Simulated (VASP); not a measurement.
MgO (strained wurtzite): a PBE single-point calculation in VASP

INCAR

```
ENCUT = 520
GGA = PE
NBANDS = 16
NELM = 120
LASPH = .TRUE.
LWAVE = .FALSE.
PREC = Accurate
LREAL = .FALSE.
ISIF = 2
ISMEAR = -1
SIGMA = 0.02
LCHARG = .FALSE.
NSW = 0
EDIFF = 1E-7
IBRION = -1
```

KPOINTS

```
KPOINTS created by Atomic Simulation Environment
0
Gamma
12 12 6
0 0 0
```

KPOINTS_OPT

```
special points
6
Reciprocal
0.0000000000 0.0000000000 0.0000000000 1
0.5000000000 0.0000000000 0.0000000000 1
0.3333333333 0.3333333333 0.0000000000 1
0.0000000000 0.0000000000 0.5000000000 1
0.5000000000 0.0000000000 0.5000000000 1
0.3333333333 0.3333333333 0.5000000000 1
```

POSCAR

```
Mg O
 1.0000000000000000
     3.2882172281021651   -0.0000000000288675    0.0000000000000000
    -1.6441086140260825    2.8476796527125590    0.0000000000000000
     0.0000000000000000    0.0000000000000000    5.0847099375000004
 Mg  O
   2   2
Cartesian
  0.0000000000166667  1.8984531017987500 -0.0423310963688783
  1.6441086140594163  0.9492265508849415  2.5000238723811226
  0.0000000000166667  1.8984531017987500  1.9490973229313788
  1.6441086140594163  0.9492265508849415  4.4914522916813793
```

VASP ran with the recommended PBE PAW datasets (16 valence electrons in the cell).

Command

```
mpirun -np 1 vasp_std
```

OSZICAR

```
N       E                     dE             d eps       ncg     rms          rms(c)
DAV:   1     0.607336279057E+02    0.60734E+02   -0.74949E+03  2432   0.882E+02
DAV:   2    -0.237599457651E+02   -0.84494E+02   -0.78032E+02  3360   0.195E+02
DAV:   3    -0.277926309247E+02   -0.40327E+01   -0.40241E+01  2816   0.446E+01
DAV:   4    -0.278091052936E+02   -0.16474E-01   -0.16474E-01  2960   0.334E+00
DAV:   5    -0.278091880920E+02   -0.82798E-04   -0.82798E-04  2864   0.227E-01    0.117E+01
DAV:   6    -0.235819932431E+02    0.42272E+01   -0.12349E+01  2432   0.262E+01    0.389E+00
DAV:   7    -0.235329038106E+02    0.49089E-01   -0.17083E-01  2464   0.330E+00    0.221E+00
DAV:   8    -0.235287069113E+02    0.41969E-02   -0.96996E-02  2576   0.339E+00    0.506E-01
DAV:   9    -0.235262715692E+02    0.24353E-02   -0.30816E-03  3048   0.510E-01    0.178E-01
DAV:  10    -0.235270228170E+02   -0.75125E-03   -0.15865E-03  2480   0.258E-01    0.300E-02
DAV:  11    -0.235270451876E+02   -0.22371E-04   -0.15222E-05  2872   0.271E-02    0.202E-02
DAV:  12    -0.235270457211E+02   -0.53352E-06   -0.93609E-06  2456   0.263E-02    0.224E-03
DAV:  13    -0.235270457049E+02    0.16261E-07   -0.46682E-07  2840   0.508E-03
   1 F= -.23527046E+02 E0= -.23527046E+02  d E =-.402724E-10
       N       E                     dE             ncg
DAV:   1     0.167253965383E+04   -0.28088E+04      192
DAV:   2     0.122333240937E+04   -0.44921E+03      248
DAV:   3     0.120031412814E+04   -0.23018E+02      240
DAV:   4     0.120020484000E+04   -0.10929E+00      216
DAV:   5     0.120020426300E+04   -0.57700E-03      232
DAV:   6     0.120020425867E+04   -0.43228E-05      240
DAV:   7     0.120020425864E+04   -0.36320E-07      192
```

From OUTCAR

```
k-points           NKPTS =     76   k-points in BZ     NKDIM =     76   number of bands    NBANDS=     16

   NELECT =      16.0000    total number of electrons

   dimension x,y,z NGX =    24 NGY =   24 NGZ =   40
   dimension x,y,z NGXF=    48 NGYF=   48 NGZF=   80

  energy-cutoff  :      520.00
  volume of cell :       47.61
      direct lattice vectors                 reciprocal lattice vectors
     3.288217228 -0.000000000  0.000000000     0.304116161  0.175581547  0.000000000
    -1.644108614  2.847679653  0.000000000     0.000000000  0.351163095  0.000000000
     0.000000000  0.000000000  5.084709938     0.000000000  0.000000000  0.196668052

 k-points in reciprocal lattice and weights: KPOINTS created by Atomic Simulation Env
   0.00000000  0.00000000  0.00000000       0.001
   0.08333333  0.00000000  0.00000000       0.007
   0.16666667  0.00000000  0.00000000       0.007
   0.25000000  0.00000000  0.00000000       0.007
   0.33333333  0.00000000  0.00000000       0.007
   0.41666667  0.00000000  0.00000000       0.007
   0.50000000  0.00000000  0.00000000       0.003
   0.08333333  0.08333333  0.00000000       0.007
   ...

 E-fermi :   1.3681

 k-point     1 :       0.0000    0.0000    0.0000
  band No.  band energies     occupation
      1     -15.1387      2.00000
      2     -14.3843      2.00000
      3      -2.1944      2.00000
      4       0.3986      2.00000
      5       0.3987      2.00000
      6       0.6935      2.00000
      7       0.6935      2.00000
      8       1.0035      2.00000
      9       4.5276      0.00000
     10       9.5266      0.00000
     11      11.2049      0.00000
     12      15.3442      0.00000
     13      15.3442      0.00000
     14      17.1867      0.00000
     15      17.6472      0.00000
     16      17.6472      0.00000

 k-point     2 :       0.0833    0.0000    0.0000
  band No.  band energies     occupation
      1     -15.1039      2.00000
      2     -14.3710      2.00000
      3      -2.1255      2.00000
      4       0.2244      2.00000
      5       0.3509      2.00000
      6       0.4571      2.00000
      7       0.6960      2.00000
      8       0.9835      2.00000
      9       4.8703      0.00000
     10       9.7287      0.00000
     11      11.1459      0.00000
     12      14.3929      0.00000
     13      15.4626      0.00000
     14      17.0877      0.00000
     15      17.6529      0.00000
     16      17.8156      0.00000

 k-point     3 :       0.1667    0.0000    0.0000
  band No.  band energies     occupation
      1     -15.0051      2.00000
      2     -14.3366      2.00000
      3      -1.9254      2.00000
      4      -0.3035      2.00000
      5       0.0344      2.00000
      6       0.2368      2.00000
      7       0.6882      2.00000
      8       0.9177      2.00000
      9       5.6740      0.00000
     10      10.1623      0.00000
     11      11.0433      0.00000
     12      13.0940      0.00000
     13      15.7592      0.00000
     14      15.7925      0.00000
     15      16.6651      0.00000
     16      17.0360      0.00000

 k-point     4 :       0.2500    0.0000    0.0000
  band No.  band energies     occupation
      1     -14.8607      2.00000
      2     -14.2947      2.00000
      3      -1.6171      2.00000
      4      -0.9447      2.00000
      5      -0.3970      2.00000
      6       0.1018      2.00000
      7       0.6606      2.00000
      8       0.7964      2.00000
      9       6.6371      0.00000
     10      10.2076      0.00000
     11      11.0939      0.00000
     12      12.3049      0.00000
     13      14.4742      0.00000
     14      15.9040      0.00000
     15      15.9218      0.00000
     16      16.5741      0.00000

 k-point     5 :       0.3333    0.0000    0.0000
  band No.  band energies     occupation
      1     -14.6994      2.00000
      2     -14.2649      2.00000
      3      -1.5074      2.00000
      4      -1.2264      2.00000
      5      -0.7724      2.00000
      6      -0.0193      2.00000
      7       0.6118      2.00000
      8       0.6235      2.00000
      9       7.5848      0.00000
     10       9.8212      0.00000
     11      10.7310      0.00000
     12      12.3782      0.00000
     13      13.6438      0.00000
     14      15.4276      0.00000
     15      15.5348      0.00000
     16      16.8017      0.00000

 k-point     6 :       0.4167    0.0000    0.0000
  band No.  band energies     occupation
      1     -14.5603      2.00000
      2     -14.2611      2.00000
      3      -1.8624      2.00000
      4      -1.0553      2.00000
      5      -0.8305      2.00000
      6      -0.1020      2.00000
      7       0.3842      2.00000
      8       0.5928      2.00000
      9       8.3910      0.00000
     10       9.3781      0.00000
     11      10.3800      0.00000
     12      12.0154      0.00000
     13      13.7885      0.00000
     14      15.1582      0.00000
     15      15.2321      0.00000
     16      17.0453      0.00000

 k-point     7 :       0.5000    0.0000    0.0000
  band No.  band energies     occupation
      1     -14.4985      2.00000
      2     -14.2695      2.00000
      3      -1.9878      2.00000
      4      -1.1360      2.00000
      5      -0.6484      2.00000
      6      -0.1312      2.00000
      7       0.2477      2.00000
      8       0.5811      2.00000
      9       8.8889      0.00000
     10       9.0375      0.00000
     11      10.2610      0.00000
     12      11.7449      0.00000
     13      13.9862      0.00000
     14      15.0717      0.00000
     15      15.1272      0.00000
     16      17.1328      0.00000

 k-point     8 :       0.0833    0.0833    0.0000
  band No.  band energies     occupation
      1     -15.0371      2.00000
      2     -14.3472      2.00000
      3      -1.9908      2.00000
      4      -0.0536      2.00000
      5      -0.0049      2.00000
      6       0.3711      2.00000
      7       0.6604      2.00000
      8       0.9405      2.00000
      9       5.4351      0.00000
     10      10.0537      0.00000
     11      11.0688      0.00000
     12      13.4063      0.00000
     13      15.6185      0.00000
     14      16.3187      0.00000
     15      16.8582      0.00000
     16      17.1934      0.00000

 k-point     9 :       0.1667    0.0833    0.0000
  band No.  band energies     occupation
      1     -14.9153      2.00000
      2     -14.3090      2.00000
      3      -1.7359      2.00000
      4      -0.6585      2.00000
      5      -0.3289      2.00000
      6       0.2144      2.00000
      7       0.6097      2.00000
      8       0.8476      2.00000
      9       6.3019      0.00000
     10      10.2692      0.00000
     11      11.1865      0.00000
     12      12.3680      0.00000
     13      14.9916      0.00000
     14      15.8256      0.00000
     15      16.0217      0.00000
     16      16.7696      0.00000

 k-point    10 :       0.2500    0.0833    0.0000
  band No.  band energies     occupation
      1     -14.7617      2.00000
      2     -14.2734      2.00000
      3      -1.4011      2.00000
      4      -1.2274      2.00000
      5      -0.6546      2.00000
      6       0.0212      2.00000
      7       0.5577      2.00000
      8       0.6955      2.00000
      9       7.2504      0.00000
     10      10.0114      0.00000
     11      11.0799      0.00000
     12      12.1922      0.00000
     13      13.9114      0.00000
     14      15.4111      0.00000
     15      15.5704      0.00000
     16      16.8219      0.00000

 k-point    11 :       0.3333    0.0833    0.0000
  band No.  band energies     occupation
      1     -14.6092      2.00000
      2     -14.2582      2.00000
      3      -1.6820      2.00000
      4      -1.0339      2.00000
      5      -0.8837      2.00000
      6      -0.1348      2.00000
      7       0.4796      2.00000
      8       0.5140      2.00000
      9       8.1316      0.00000
     10       9.6044      0.00000
     11      10.5915      0.00000
     12      12.2386      0.00000
     13      13.5899      0.00000
     14      15.0792      0.00000
     15      15.2392      0.00000
     16      16.9627      0.00000

 k-point    12 :       0.4167    0.0833    0.0000
  band No.  band energies     occupation
      1     -14.5016      2.00000
      2     -14.2670      2.00000
      3      -1.9159      2.00000
      4      -1.0833      2.00000
      5      -0.6678      2.00000
      6      -0.2174      2.00000
      7       0.2710      2.00000
      8       0.4810      2.00000
      9       8.8005      0.00000
     10       9.2412      0.00000
     11      10.3414      0.00000
     12      11.8170      0.00000
     13      13.8961      0.00000
     14      14.9528      0.00000
     15      15.0431      0.00000
     16      17.0154      0.00000

 ...

  Total        0.7550918      0.7550918      0.6511567      0.0000000      0.0000000     -0.0000000
  in kB       25.4092910     25.4092910     21.9118111      0.0000000      0.0000000     -0.0000000
  external PRESSURE =      24.2434643 kB  Pullay stress =       0.0000000 kB

 POSITION                                       TOTAL-FORCE (eV/Angst)
 -----------------------------------------------------------------------------------
      0.00000      1.89845      5.04238        -0.000000      0.000000     -0.014300
      1.64411      0.94923      2.50002         0.000000     -0.000000     -0.014300
      0.00000      1.89845      1.94910        -0.000000     -0.000000      0.014300
      1.64411      0.94923      4.49145         0.000000     -0.000000      0.014300
 -----------------------------------------------------------------------------------
    total drift:                               -0.000000     -0.000000      0.001327

  FREE ENERGIE OF THE ION-ELECTRON SYSTEM (eV)
  ---------------------------------------------------
  free  energy   TOTEN  =       -23.5270457049 eV

  energy  without entropy=      -23.5270457048  energy(sigma->0) =      -23.52704570
```

```yaml
gap_between_bands_v_and_c: 3.52 eV
least_direct_gap: 3.52 eV
pressure: 2.4 GPa
largest_force: 0.01 eV/Å
```

Band v is the last that the valence electrons fill when counted band by band, and c is the next.

The run took about 25 s on one core of a shared host (Intel Xeon Platinum 8488C) and held 0.22 GiB at most.
